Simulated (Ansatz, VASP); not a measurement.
# AlN in two plane-wave programs, part 3 of 3

Wanted: the spread between two codes on one cell, functional and k mesh. The cell is taken from a series of runs on this material, whose earlier steps may have relaxed, scaled, displaced or heated it; both programs get it as it stands.

VASP 6.6.1 and Ansatz 0.2.0.

So far: The structure; Ansatz: zone-centre phonons, LDA, pair 1; VASP: zone-centre phonons, LDA, pair 1; Side by side.

## Step 5: VASP: zone-centre phonons, LDA, pair 2

Level of this step: LDA; plane waves and PAW (N, Al) (VASP).

Second derivatives magnify differences that forces hide, and they need a tight electronic threshold. The cell compared in this pair holds 21.05 Å³, against 20.93 Å³ for the pair before.

The input, INCAR:

```
SYSTEM = AlN
PREC = Accurate
ENCUT = 600
EDIFF = 1E-08
NELM = 120
ISMEAR = 0
SIGMA = 0.01
LREAL = .FALSE.
ALGO = Normal
GGA = PW92
NBANDS = 10
LORBIT = 11
LWAVE = .FALSE.
LCHARG = .FALSE.
ISIF = 2
IBRION = 8
LEPSILON = .TRUE.
LASPH = .TRUE.
GGA_COMPAT = .FALSE.
EFERMI = MIDGAP
KPAR = 2
```

The input, POSCAR:

```
AlN
1.0
    0.0000000000      2.2578863493      2.0640320828
    2.2578863493      0.0000000000      2.0640320828
    2.2578863493      2.2578863493      0.0000000000
N Al
1 1
Direct
    0.2500000000      0.2500000000      0.2500000000
    0.0000000000      0.0000000000      0.0000000000
```

The input, KPOINTS:

```
Automatic mesh
0
Gamma
12 12 12
0 0 0
```

PAW data sets: N and Al (LDA family, release 64).

Run with:

```
$ mpirun -np 2 vasp_std
```

Numbers of over 12 decimals in the logs are rounded to 6 here.

The log of the run:

```text
[banner, memory and clock lines left out]
running    2 mpi-ranks, on    1 nodes
[...]
[... a notice as in an earlier step ...]

 LDA part: xc-table for (Slater(with rela. corr.)+PW92), standard interpolation
 POSCAR, INCAR and KPOINTS ok, starting setup
[...]
entering main loop
       N       E                     dE             d eps       ncg     rms          rms(c)
DAV:   1     0.110881604257E+02    0.11088E+02   -0.44318E+03  3348   0.764E+02
DAV:   2    -0.179227440989E+02   -0.29011E+02   -0.27823E+02  3962   0.138E+02
DAV:   3    -0.188393090651E+02   -0.91656E+00   -0.91508E+00  3860   0.236E+01
DAV:   4    -0.188432186526E+02   -0.39096E-02   -0.39094E-02  3670   0.183E+00
[...]
DAV:  11    -0.163374851215E+02    0.17482E-05   -0.14604E-06  3698   0.103E-02    0.906E-03
DAV:  12    -0.163374851054E+02    0.16143E-07   -0.46322E-08  3740   0.183E-03    0.134E-03
DAV:  13    -0.163374851001E+02    0.53369E-08   -0.21456E-08  2396   0.985E-04
   1 F= -.16337485E+02 E0= -.16337485E+02  d E =0.000000E+00
[...]
force on displaced ion       2 direction 1 : -14.272   0.000   0.000
 Born effective charge ion    2 direction 1 :   2.568   0.000   0.000
 Linear response progress:
  Degree of freedom:   4/  4
       N       E                     dE             d eps       ncg     rms          rms(c)
RMM:   1    -0.557516682227E-02   -0.55752E-02   -0.53836E-03 12930   0.636E-01
RMM:   2    -0.503300891417E-02    0.54216E-03   -0.21361E-04  8567   0.113E-01    0.819E-02
RMM:   3    -0.493779330337E-02    0.95216E-04   -0.38426E-05  8974   0.437E-02    0.449E-02
RMM:   4    -0.493244136987E-02    0.53519E-05   -0.33550E-05  8920   0.419E-02    0.714E-03
RMM:   5    -0.492860112310E-02    0.38402E-05   -0.74043E-07  9099   0.673E-03    0.737E-04
RMM:   6    -0.492733154053E-02    0.12696E-05   -0.65272E-09  9142   0.625E-04    0.341E-04
RMM:   7    -0.492630010597E-02    0.10314E-05   -0.33101E-09  9254   0.398E-04    0.278E-05
RMM:   8    -0.492631208191E-02   -0.11976E-07   -0.55615E-11  9372   0.392E-05    0.110E-05
RMM:   9    -0.492631075224E-02    0.13297E-08    0.66694E-13  9768   0.123E-05    0.721E-07
 first order change of Fermi-energy   0.12609E-03
 force on displaced ion       2 direction 3 :  -0.000  -0.000 -12.524
 Born effective charge ion    2 direction 3 :   0.000   0.000   2.522
 Born effective charges drift removed
 Linear response finished
```

From OUTCAR (step 5):

```text
  Total       -1.1876132     -1.1876132      0.0335597      0.0000000      0.0000000     -0.0000000
  in kB      -90.4138591    -90.4138591      2.5549256      0.0000000      0.0000000     -0.0000000
  external PRESSURE =     -59.4242642 kB  Pullay stress =       0.0000000 kB

 POSITION                                       TOTAL-FORCE (eV/Angst)
 -----------------------------------------------------------------------------------
      1.12894      1.12894      1.03202        -0.000000     -0.000000     -0.000000
      0.00000      0.00000      0.00000         0.000000      0.000000      0.000000
 -----------------------------------------------------------------------------------
    total drift:                                0.000000      0.000000     -0.000001

 MACROSCOPIC STATIC DIELECTRIC TENSOR (including local field effects in DFT)
 ------------------------------------------------------
           4.590969     0.000000    -0.000000
          -0.000000     4.590969    -0.000000
          -0.000000    -0.000000     4.691820
 ------------------------------------------------------

 MACROSCOPIC STATIC DIELECTRIC TENSOR IONIC CONTRIBUTION
 ------------------------------------------------------
           3.972909    -0.000000     0.000000
          -0.000000     3.972909    -0.000000
           0.000000    -0.000000     4.366737
 ------------------------------------------------------

[... 1 part as in an earlier step ...]

[... 1 further part left out ...]
```

## Step 6: Ansatz: zone-centre phonons, LDA, pair 2

The same cell, functional (in two slightly different forms) and mesh now go to Ansatz, which takes its cutoff from its data sets.

The cell is taken from a series of runs on this material, whose earlier steps may have relaxed, scaled, displaced or heated it; both programs get it as it stands.

The input, input.yaml:

```yaml
crystal:
  lattice:
    - [0.0, 2.2578863493, 2.0640320828]
    - [2.2578863493, 0.0, 2.0640320828]
    - [2.2578863493, 2.2578863493, 0.0]
  atoms:
    - { symbol: "N", position: [0.25, 0.25, 0.25] }
    - { symbol: Al, position: [0.0, 0.0, 0.0] }
kpoints:
  mp_grid: { grid: [12, 12, 12] }
hamiltonian:
  xc: lda
  pseudopotentials: { kind: paw, azcp: { folder: soft_1 }, xc_functional: pbe }
scf:
  occupations: { method: fixed }
output:
  eigenvalues: true
phonons:
  method: dfpt
  dielectric: true
  rigid_motions: translations
```

Run with:

```
$ ansatz run input.yaml --threads 4 --pin off --max-ram 10240MiB --backend cpu --events-out ev --progress --plain --runs-dir out
```

The log of the run:

```text
[...]
Crystal: 2 atoms, lattice volume = 21.045 Å³
Basis set: ecut = 420 eV, 411 PW (Γ), exchange–correlation on 48×48×48 points (8 copies of the dense FFT grid, shifted against one another)
Bands: 8, of which v1, the nominal top of the filled ones, is band 4 counted from 1 (3 counted from 0)
Symmetry: 8 space group operations
k-points: 868 of 1728 (irreducible under 1 space group operation, time reversal used)
[...]
optical modes at Γ + LO–TO along q̂ = [1.0000, 0.0000, 0.0000]:
      ω (cm⁻¹)  modes    IR ((D/Å)²/amu)
[...]
optical modes at Γ + LO–TO along q̂ = [0.0000, 1.0000, 0.0000]:
      ω (cm⁻¹)  modes    IR ((D/Å)²/amu)
[...]
643.81      1            16.7009
        884.69      1            16.7009
  optical modes at Γ + LO–TO along q̂ = [0.0000, 0.0000, 1.0000]:
      ω (cm⁻¹)  modes    IR ((D/Å)²/amu)
        643.81      2            33.4018
        842.86      1            16.0484
[key lines of the parts left out:]
SCF converged after 8 iterations
Free energy (F): -889.760716 eV
Fermi energy:    6.806939 eV
```

## Step 7: Side by side

The two programs side by side:

```tsv
quantity	Ansatz	VASP	difference
ε∞ xx	4.60	4.59	+0.13 %
ε∞ yy	4.60	4.59	+0.13 %
ε∞ zz	4.70	4.69	+0.07 %
Born charge of N1 (mean of the diagonal) (e)	-2.57	-2.55	-0.01
Born charge of Al2 (mean of the diagonal) (e)	2.57	2.55	+0.01
optical mode 1 (cm⁻¹)	603.3	607.9	-0.75 %
optical mode 2 to 3 (cm⁻¹)	643.8	648.9	-0.79 %
```

Modes are paired by rising frequency, not by their patterns, so a pair may set unlike modes beside each other; they are those without the splitting of longitudinal modes.

## Step 8: Results

```json
{"r.m.s. difference of the optical zone-centre modes, each program's sorted by frequency (zone-centre phonons, LDA, pair 1)": "5.0 cm⁻¹", "difference in optical mode 2 to 3 (zone-centre phonons, LDA, pair 1)": "-0.8 %", "r.m.s. difference of the optical zone-centre modes, each program's sorted by frequency (zone-centre phonons, LDA, pair 2)": "4.9 cm⁻¹", "difference in optical mode 2 to 3 (zone-centre phonons, LDA, pair 2)": "-0.8 %"}
```

**Reading.** The r.m.s. difference of the optical zone-centre modes, each program's sorted by frequency is 5.0 cm⁻¹ (zone-centre phonons, LDA, pair 1). Among the rows given in per cent, the largest difference of the zone-centre phonons, LDA, pair 1 pair is in optical mode 2 to 3, -0.8 %. Among the rows given in per cent, the largest difference of the zone-centre phonons, LDA, pair 2 pair is in optical mode 2 to 3, -0.8 %. How closely two codes agree says nothing of how well the functional describes the real material.

[Lines on the potential files, build, host, timing and source positions are cut from VASP's logs without a mark.]

[Logs are printed without paths, hosts, clocks, repeated set-up lines and the standing remarks that a program may print on its own settings, such as how far it seeks lower states.]

[Hosts, paths, dates, database ids (printed as entryN), source tags and the programs' standing remarks are cut or masked in the printed files.]
